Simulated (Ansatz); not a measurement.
Crystal: Si.

```xyz
2
Lattice="0.0000 2.7219 2.7219 2.7219 0.0000 2.7219 2.7219 2.7219 0.0000" Properties=species:S:1:pos:R:3 pbc="T T T"
Si    2.7219    2.7219    2.7219
Si    4.0828    4.0828    4.0828
```

Base run:

```yaml
Program: Ansatz 0.2.0
Functional: RPBE
Potentials_or_basis: all-electron LAPW, scalar-relativistic
Cutoff: 217 eV (chosen from the basis error)
Basis_error_allowed: 0.001 eV/atom
k_mesh: 8 × 8 × 8
Occupations: fermi-dirac, width 0.05 eV
Spin: no spin polarisation
```

Its results: band gap on the k mesh 0.69 eV, indirect (least direct gap 2.57 eV); pressure 2.9 GPa.

Question: The run is repeated on the same cell with these changes: functional from RPBE to PBEsol. What comes out?

Answer: Band gap on the k mesh 0.52 eV, indirect (least direct gap 2.52 eV); pressure -0.6 GPa.

PBEsol binds more tightly than RPBE, so the same cell stands under less pressure.

A k mesh can miss the band edges.
